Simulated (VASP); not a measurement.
A run of VASP 6.6.1 is set up as follows.

INCAR

```
SYSTEM = Rh
  ALGO = Normal
  EDIFF = 1E-6
  ENCUT = 520
  GGA = PS
  ISIF = 2
  ISMEAR = 0
  LASPH = .True.
  LCHARG = .True.
  LELF = .True.
  LREAL = .False.
  LVHAR = .True.
  LWAVE = .False.
  NBANDS = 22
  NELM = 100
  PREC = Accurate
  SIGMA = 0.1
```

File KPOINTS:

```
k-points
0
Gamma
  13 13 7
  0 0 0
```

POSCAR

```
Rh
1.0
    2.8285955740      0.0000000000      0.0000000000
   -1.4142983049      2.4496354260      0.0000000000
    0.0000000000      0.0000000000      4.1281034919
Rh
2
Direct
    0.6666666667      0.3333333333      0.7500000000
    0.3333333333      0.6666666667      0.2500000000
```

Potentials or basis: VASP PAW PBE potentials, release 64 (Rh_pv).

Launch:

```sh
$ cat potpaw_PBE.64/Rh_pv/POTCAR > POTCAR
$ mpirun -np 1 vasp_std > vasp.out
```

(1) Predict the pressure.

(2) What does it give for the band gap on the k mesh?

Results:

(1) -10.7 GPa.

(2) none (metal or under the smearing width).

Caveat: the PAW data sets were made with another functional, which shifts forces and pressure a little.
